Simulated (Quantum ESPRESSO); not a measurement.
# GaN (F-43m) in Quantum ESPRESSO: a series of runs

One crystal, GaN, is run at these levels: vdW-DF2, LDA; tasks: band structure.

All numbers are computed with Quantum ESPRESSO 7.5; they aren't measurements. Logs are shortened: lines on timing, memory, paths and dates and some standing lists are left out, and cuts for length are marked.

**Experimental background.**

From a printed reference work, textbook, for a bulk crystal of GaN at 0 K: band gap 3.299 eV (direct).

The runs below are set against these values where they give the same quantity.

## Step 1: The crystal as given

Symmetry: F-43m, No. 216, cubic system. The conventional cell has a = 4.507 Å, b = 4.507 Å, c = 4.507 Å, α = 90.00°, β = 90.00°, γ = 90.00°. Around Ga (site symmetry -43m) lie 4 N at 1.95 Å. N (site symmetry -43m) has 4 Ga at 1.95 Å as nearest neighbours.

The cell is a database's computed one.

## Step 2: Band structure, vdW-DF2

Contents of pw.in:

```
&CONTROL
  calculation = 'scf'
  prefix = 'pwscf'
  outdir = './tmp'
  pseudo_dir = './pseudo'
  tprnfor = .true.
  tstress = .true.
  disk_io = 'low'
/
&SYSTEM
  ibrav = 0
  A = 3.18693112
  nat = 2
  ntyp = 2
  ecutwfc = 84
  nbnd = 15
  input_dft = 'vdw-df2'
  occupations = 'smearing'
  smearing = 'fd'
  degauss = 0.00367493
/
&ELECTRONS
  conv_thr = 4d-10
  electron_maxstep = 120
  mixing_beta = 0.5
/
ATOMIC_SPECIES
Ga    69.7230 Ga.upf
N     14.0070 N.upf
CELL_PARAMETERS alat
   0.0000000000    0.7071067816    0.7071067816
   0.7071067816    0.0000000000    0.7071067816
   0.7071067816    0.7071067816    0.0000000000
ATOMIC_POSITIONS alat
Ga     0.0000000000    0.0000000000    0.0000000000
N      0.3535533908    0.3535533908    0.3535533908
K_POINTS automatic
10 10 10 0 0 0
```

Contents of bands.in:

```
&CONTROL
  calculation = 'bands'
  prefix = 'pwscf'
  outdir = './tmp'
  pseudo_dir = './pseudo'
  disk_io = 'low'
  verbosity = 'high'
/
&SYSTEM
  ibrav = 0
  A = 3.18693112
  nat = 2
  ntyp = 2
  ecutwfc = 84
  nbnd = 15
  input_dft = 'vdw-df2'
  occupations = 'smearing'
  smearing = 'fd'
  degauss = 0.00367493
/
&ELECTRONS
  conv_thr = 1d-08
  electron_maxstep = 120
  mixing_beta = 0.5
  diago_full_acc = .true.
/
ATOMIC_SPECIES
Ga    69.7230 Ga.upf
N     14.0070 N.upf
CELL_PARAMETERS alat
   0.0000000000    0.7071067816    0.7071067816
   0.7071067816    0.0000000000    0.7071067816
   0.7071067816    0.7071067816    0.0000000000
ATOMIC_POSITIONS alat
Ga     0.0000000000    0.0000000000    0.0000000000
N      0.3535533908    0.3535533908    0.3535533908
K_POINTS crystal
60
 0.0000000000  0.0000000000  0.0000000000 1
 0.0625000000  0.0000000000  0.0625000000 1
 0.1250000000  0.0000000000  0.1250000000 1
 0.1875000000  0.0000000000  0.1875000000 1
 0.2500000000  0.0000000000  0.2500000000 1
 0.3125000000  0.0000000000  0.3125000000 1
 0.3750000000  0.0000000000  0.3750000000 1
 0.4375000000  0.0000000000  0.4375000000 1
 0.5000000000  0.0000000000  0.5000000000 1
 0.5000000000  0.0625000000  0.5625000000 1
 0.5000000000  0.1250000000  0.6250000000 1
 0.5000000000  0.1875000000  0.6875000000 1
 0.5000000000  0.2500000000  0.7500000000 1
 0.4375000000  0.3125000000  0.7500000000 1
 0.3750000000  0.3750000000  0.7500000000 1
 0.3375000000  0.3375000000  0.6750000000 1
 0.3000000000  0.3000000000  0.6000000000 1
 0.2625000000  0.2625000000  0.5250000000 1
 0.2250000000  0.2250000000  0.4500000000 1
 0.1875000000  0.1875000000  0.3750000000 1
 0.1500000000  0.1500000000  0.3000000000 1
 0.1125000000  0.1125000000  0.2250000000 1
 0.0750000000  0.0750000000  0.1500000000 1
 0.0375000000  0.0375000000  0.0750000000 1
 0.0000000000  0.0000000000  0.0000000000 1
 0.0625000000  0.0625000000  0.0625000000 1
 0.1250000000  0.1250000000  0.1250000000 1
 0.1875000000  0.1875000000  0.1875000000 1
 0.2500000000  0.2500000000  0.2500000000 1
 0.3125000000  0.3125000000  0.3125000000 1
 0.3750000000  0.3750000000  0.3750000000 1
 0.4375000000  0.4375000000  0.4375000000 1
 0.5000000000  0.5000000000  0.5000000000 1
 0.5250000000  0.4500000000  0.5250000000 1
 0.5500000000  0.4000000000  0.5500000000 1
 0.5750000000  0.3500000000  0.5750000000 1
 0.6000000000  0.3000000000  0.6000000000 1
 0.6250000000  0.2500000000  0.6250000000 1
 0.5833333333  0.2500000000  0.6666666667 1
 0.5416666667  0.2500000000  0.7083333333 1
 0.5000000000  0.2500000000  0.7500000000 1
 0.5000000000  0.2857142857  0.7142857143 1
 0.5000000000  0.3214285714  0.6785714286 1
 0.5000000000  0.3571428571  0.6428571429 1
 0.5000000000  0.3928571429  0.6071428571 1
 0.5000000000  0.4285714286  0.5714285714 1
 0.5000000000  0.4642857143  0.5357142857 1
 0.5000000000  0.5000000000  0.5000000000 1
 0.4821428571  0.4821428571  0.5357142857 1
 0.4642857143  0.4642857143  0.5714285714 1
 0.4464285714  0.4464285714  0.6071428571 1
 0.4285714286  0.4285714286  0.6428571429 1
 0.4107142857  0.4107142857  0.6785714286 1
 0.3928571429  0.3928571429  0.7142857143 1
 0.3750000000  0.3750000000  0.7500000000 1
 0.6250000000  0.2500000000  0.6250000000 1
 0.5937500000  0.1875000000  0.5937500000 1
 0.5625000000  0.1250000000  0.5625000000 1
 0.5312500000  0.0625000000  0.5312500000 1
 0.5000000000  0.0000000000  0.5000000000 1
```

Potentials or basis: PseudoDojo 0.4.1 SR PBE standard.

The run is started by

```sh
$ OMP_NUM_THREADS=1 pw.x -in pw.in > pw.out
$ OMP_NUM_THREADS=1 pw.x -in bands.in > bands.out
```

pw.out:

```text
This program is part of the open-source Quantum ESPRESSO suite
     for quantum simulation of materials; please cite
         "P. Giannozzi et al., J. Phys.:Condens. Matter 21 395502 (2009);
         "P. Giannozzi et al., J. Phys.:Condens. Matter 29 465901 (2017);
         "P. Giannozzi et al., J. Chem. Phys. 152 154105 (2020);
     in publications or presentations arising from this work. More details at

     IMPORTANT: XC functional enforced from input :
     Exchange-correlation= VDW-DF2
                           (   1   4  13   0   2   0   0)
     Any further DFT definition will be discarded
     Please, verify this is what you really want

     Message from routine setup:
     using ibrav=0 with symmetry is DISCOURAGED, use correct ibrav instead

     G-vector sticks info
     --------------------
     sticks:   dense  smooth     PW     G-vecs:    dense   smooth      PW
     Sum         847     847    253                16145    16145    2733

     Using Slab Decomposition

     bravais-lattice index     =            0
     lattice parameter (alat)  =       6.0224  a.u.
     unit-cell volume          =     154.4542 (a.u.)^3
     number of atoms/cell      =            2
     number of atomic types    =            2
     number of electrons       =        18.00
     number of Kohn-Sham states=           15
     kinetic-energy cutoff     =      84.0000  Ry
     charge density cutoff     =     336.0000  Ry
     scf convergence threshold =      4.0E-10
     mixing beta               =       0.5000
     number of iterations used =            8  plain     mixing
     Exchange-correlation= VDW-DF2
                           (   1   4  13   0   2   0   0)

     celldm(1)=   6.022427  celldm(2)=   0.000000  celldm(3)=   0.000000
     celldm(4)=   0.000000  celldm(5)=   0.000000  celldm(6)=   0.000000

     crystal axes: (cart. coord. in units of alat)
               a(1) = (   0.000000   0.707107   0.707107 )
               a(2) = (   0.707107   0.000000   0.707107 )
               a(3) = (   0.707107   0.707107   0.000000 )

     reciprocal axes: (cart. coord. in units 2 pi/alat)
               b(1) = ( -0.707107  0.707107  0.707107 )
               b(2) = (  0.707107 -0.707107  0.707107 )
               b(3) = (  0.707107  0.707107 -0.707107 )

     PseudoPot. # 1 for Ga read from file:
     Ga.upf
     Pseudo is Norm-conserving + core correction, Zval = 13.0
     Generated using ONCVPSP code by D. R. Hamann
     Using radial grid of 1902 points,  6 beta functions with:
                l(1) =   0
                l(2) =   0
                l(3) =   1
[... 85 lines left out ...]
     % Please cite the following two papers that made this development      %
     % possible and the two reviews that describe the various versions:     %
     %                                                                      %
     %   T. Thonhauser et al., PRL 115, 136402 (2015).                      %
     %   T. Thonhauser et al., PRB 76, 125112 (2007).                       %
     %   K. Berland et al., Rep. Prog. Phys. 78, 066501 (2015).             %
     %   D.C. Langreth et al., J. Phys.: Condens. Matter 21, 084203 (2009). %
     %                                                                      %
     % If you are calculating stress with vdW-DF, please also cite:         %
     %                                                                      %
     %   R. Sabatini et al., J. Phys.: Condens. Matter 24, 424209 (2012).   %
     %                                                                      %
     %%%%%%%%%%%%%%%%%%%%%%%%%%%%%%%%%%%%%%%%%%%%%%%%%%%%%%%%%%%%%%%%%%%%%%%%

     %%%%%%%%%%%%%%%%%%%%%%%%%%%%%%%%%%%%%%%%%%%%%%%%%%%%%%%%%%%%%%%%%%%%%%%%
     %                                                                      %
     %  vdW-DF NEWS:                                                        %
     %                                                                      %
     %  * vdW-DF3 is now available. DOI: 10.1021/acs.jctc.0c00471           %
     %    use with input_dft = 'vdW-DF3-opt1' or 'vdW-DF3-opt2'             %
     %                                                                      %
     %  * Unscreened and range-separated hybrid vdW-DF-cx functionals       %
     %    DOI: 10.1063/1.4986522 and 10.1088/1361-648X/ac2ad2               %
     %    use with input_dft = 'vdW-DF-cx0'    and 'vdW-DF-ahcx'            %
     %  * Unscreened and range-separated hybrid vdW-DF2-b86r functionals    %
     %    DOI: 10.1063/1.4986522 and DOI: 10.1103/PhysRevX.12.041003        %
     %    use with input_dft = 'vdW-DF2-br0' and 'vdW-DF2-ahbr'             %
     %                                                                      %
     %%%%%%%%%%%%%%%%%%%%%%%%%%%%%%%%%%%%%%%%%%%%%%%%%%%%%%%%%%%%%%%%%%%%%%%%

     Starting wfcs are   13 randomized atomic wfcs +    2 random wfcs

     Self-consistent Calculation

     iteration #  1     ecut=    84.00 Ry     beta= 0.50
     Davidson diagonalization with overlap
     ethr =  1.00E-02,  avg # of iterations =  6.2

     total energy              =    -174.52469069 Ry
     estimated scf accuracy    <       0.62838164 Ry
[... 8 lines left out ...]
     iteration #  3     ecut=    84.00 Ry     beta= 0.50
     Davidson diagonalization with overlap
     ethr =  7.37E-04,  avg # of iterations =  1.9

     negative rho (up, down):  5.660E-07 0.000E+00

     total energy              =    -174.73532251 Ry
     estimated scf accuracy    <       0.00335998 Ry

     iteration #  4     ecut=    84.00 Ry     beta= 0.50
     Davidson diagonalization with overlap
     ethr =  1.87E-05,  avg # of iterations =  4.7
[... 32 lines left out ...]
     iteration #  9     ecut=    84.00 Ry     beta= 0.50
     Davidson diagonalization with overlap
     ethr =  3.52E-11,  avg # of iterations =  2.3

     End of self-consistent calculation

          k = 0.0000 0.0000 0.0000 (  1989 PWs)   bands (ev):

    -5.2680  -3.2514  -3.2514  -3.2514  -2.9610  -2.9610  10.5914  10.5914
    10.5914  12.3479  20.8391  20.8391  20.8391  28.3379  29.8117

          k = 0.0707 0.0707-0.0707 (  2004 PWs)   bands (ev):
[... 146 lines left out ...]
    -4.4516  -3.1718  -2.9646  -2.9646  -2.8880  -1.0392   4.4331   7.9375
     7.9375  14.3027  17.1748  22.5043  24.4416  24.4416  32.4661

          k = 0.2828 0.1414 0.0000 (  2001 PWs)   bands (ev):

    -4.7690  -3.1780  -3.1641  -3.0271  -2.9433  -2.7657   7.2307   9.1473
     9.9186  15.2094  18.8124  21.1126  21.8496  24.8565  29.2621

          k = 0.3536 0.2121-0.0707 (  2005 PWs)   bands (ev):
[... 71 lines left out ...]
    -4.4427  -3.1194  -3.0777  -2.9562  -2.9322  -0.8053   4.7796   7.0991
     7.1473  16.7177  18.5140  21.3426  22.1352  25.4641  30.7359

     the Fermi energy is    11.5162 ev

!    total energy              =    -174.73568177 Ry
     estimated scf accuracy    <          5.1E-11 Ry
     smearing contrib. (-TS)   =      -0.00000000 Ry
     internal energy E=F+TS    =    -174.73568177 Ry

     The total energy is F=E-TS. E is the sum of the following terms:
     one-electron contribution =     -52.75896664 Ry
     hartree contribution      =      43.82810402 Ry
     xc contribution           =     -49.13050203 Ry
     ewald contribution        =    -116.67431712 Ry

     convergence has been achieved in   9 iterations

     Forces acting on atoms (cartesian axes, Ry/au):

     atom    1 type  1   force =     0.00000000    0.00000000    0.00000000
     atom    2 type  2   force =     0.00000000    0.00000000    0.00000000

     Total force =     0.000000     Total SCF correction =     0.000000

     Computing stress (Cartesian axis) and pressure

          total   stress  (Ry/bohr**3)                   (kbar)     P=      137.82
   0.00093687  -0.00000000   0.00000000          137.82       -0.00        0.00
  -0.00000000   0.00093687  -0.00000000           -0.00      137.82       -0.00
   0.00000000  -0.00000000   0.00093687            0.00       -0.00      137.82

=------------------------------------------------------------------------------=
   JOB DONE.
=------------------------------------------------------------------------------=
```

Run time: 2.6 min. Hardware: 1 thread of Arm Neoverse V1, shared host; peak memory 0.09 GiB.

Results:

```yaml
Free_energy: -2377.4001 eV
Pressure: 13.8 GPa
Band_gap_on_the_k_mesh: 1.76 eV, direct
Band_gap_along_the_path: 1.76 eV, direct
```

Levels at the corners of the path, in eV from the valence-band top:
```tsv
point	band 7	band 8	band 9	band 10	band 11	band 12
Γ	0.00	0.00	0.00	1.76	10.25	10.25
X	-6.16	-2.65	-2.65	3.71	6.58	11.91
W	-5.76	-3.59	-3.52	6.52	8.08	10.30
K	-5.91	-4.12	-2.14	5.28	7.70	11.24
Γ	0.00	0.00	0.00	1.76	10.25	10.25
L	-6.95	-0.96	-0.96	4.57	8.93	10.43
U	-5.91	-4.12	-2.14	5.28	7.70	11.24
W	-5.76	-3.59	-3.52	6.52	8.08	10.30
L	-6.95	-0.96	-0.96	4.57	8.93	10.43
K	-5.91	-4.12	-2.14	5.28	7.70	11.24
U	-5.91	-4.12	-2.14	5.28	7.70	11.24
X	-6.16	-2.65	-2.65	3.71	6.58	11.91
```

Caveat: the potentials were made for another functional, which shifts forces and pressure.

## Step 3: Band structure, LDA

Contents of pw.in:

```
&CONTROL
  calculation = 'scf'
  prefix = 'pwscf'
  outdir = './tmp'
  pseudo_dir = './pseudo'
  tprnfor = .true.
  tstress = .true.
  disk_io = 'low'
/
&SYSTEM
  ibrav = 0
  nat = 2
  ntyp = 2
  ecutwfc = 45
  ecutrho = 360
  nbnd = 19
  occupations = 'smearing'
  smearing = 'fd'
  degauss = 0.00367493
/
&ELECTRONS
  conv_thr = 4d-10
  electron_maxstep = 120
  mixing_beta = 0.5
/
ATOMIC_SPECIES
Ga    69.7230 ga_lda_v1.4.uspp.F.UPF
N     14.0070 n_lda_v1.2.uspp.F.UPF
CELL_PARAMETERS angstrom
   0.0000000000    2.2535006075    2.2535006075
   2.2535006075    0.0000000000    2.2535006075
   2.2535006075    2.2535006075    0.0000000000
ATOMIC_POSITIONS crystal
Ga     0.0000000000    0.0000000000    0.0000000000
N      0.2500000000    0.2500000000    0.2500000000
K_POINTS automatic
10 10 10 0 0 0
```

Edit bands.in of step 2 so:

```diff
@@ -10,8 +10,7 @@
   ibrav = 0
-  A = 3.18693112
   nat = 2
   ntyp = 2
-  ecutwfc = 84
-  nbnd = 15
-  input_dft = 'vdw-df2'
+  ecutwfc = 45
+  ecutrho = 360
+  nbnd = 19
   occupations = 'smearing'
@@ -27,11 +26,11 @@
 ATOMIC_SPECIES
-Ga    69.7230 Ga.upf
-N     14.0070 N.upf
-CELL_PARAMETERS alat
-   0.0000000000    0.7071067816    0.7071067816
-   0.7071067816    0.0000000000    0.7071067816
-   0.7071067816    0.7071067816    0.0000000000
-ATOMIC_POSITIONS alat
+Ga    69.7230 ga_lda_v1.4.uspp.F.UPF
+N     14.0070 n_lda_v1.2.uspp.F.UPF
+CELL_PARAMETERS angstrom
+   0.0000000000    2.2535006075    2.2535006075
+   2.2535006075    0.0000000000    2.2535006075
+   2.2535006075    2.2535006075    0.0000000000
+ATOMIC_POSITIONS crystal
 Ga     0.0000000000    0.0000000000    0.0000000000
-N      0.3535533908    0.3535533908    0.3535533908
+N      0.2500000000    0.2500000000    0.2500000000
 K_POINTS crystal
```

Potentials or basis: GBRV 1.5 LDA.

The run is started by

```sh
$ OMP_NUM_THREADS=1 pw.x -in pw.in > pw.out
$ OMP_NUM_THREADS=1 pw.x -in bands.in > bands.out
```

It took 21 s on 1 thread of Arm Neoverse V1, shared host; peak memory 0.11 GiB.

Results (log left out):

```
Free energy             : -5921.3933 eV
Pressure                : -6.4 GPa
Band gap on the k mesh  : 1.74 eV, direct
Band gap along the path : 1.74 eV, direct
```

Levels at the corners of the path, in eV from the valence-band top:
```
point  band 8  band 9  band 10  band 11  band 12  band 13  band 14  band 15  band 16  band 17
    Γ  -13.18  -13.18     0.00     0.00     0.00     1.74    10.12    10.12    10.12    17.28
    X  -13.10  -11.34    -6.22    -2.73    -2.73     3.26     6.46    11.49    13.76    13.76
    W  -13.17  -11.05    -5.80    -3.74    -3.69     6.12     8.21    10.16    10.90    15.06
    K  -13.14  -11.17    -5.96    -4.31    -2.20     4.88     7.70    10.87    12.66    13.44
    Γ  -13.18  -13.18     0.00     0.00     0.00     1.74    10.12    10.12    10.12    17.28
    L  -13.13  -11.82    -7.13    -0.98    -0.98     4.53     8.59    10.20    10.20    15.38
    U  -13.14  -11.17    -5.96    -4.31    -2.20     4.88     7.70    10.87    12.66    13.44
    W  -13.17  -11.05    -5.80    -3.74    -3.69     6.12     8.21    10.16    10.90    15.06
    L  -13.13  -11.82    -7.13    -0.98    -0.98     4.53     8.59    10.20    10.20    15.38
    K  -13.14  -11.17    -5.96    -4.31    -2.20     4.88     7.70    10.87    12.66    13.44
    U  -13.14  -11.17    -5.96    -4.31    -2.20     4.88     7.70    10.87    12.66    13.44
    X  -13.10  -11.34    -6.22    -2.73    -2.73     3.26     6.46    11.49    13.76    13.76
```

## Step 4: Against experiment

Step 2. Measured gap of GaN: 3.299 eV (direct; 0 K; a printed reference work, textbook). This calculation gives 1.76 eV (-1.54 eV). Spin-orbit coupling on Ga is left out. The value is that of vdW-DF2, without temperature or zero-point motion. The cell is a database's relaxed one, not the measured one, which moves gaps too.

Step 3. A measured gap of GaN is 3.299 eV (direct; 0 K; a printed reference work, textbook); the calculated 1.74 eV misses it by -1.56 eV. Spin-orbit coupling on Ga is left out. The value is that of LDA, without temperature or zero-point motion. Semilocal functionals fall short of measured gaps as a rule. The cell is a database's relaxed one, not the measured one, which moves gaps too.
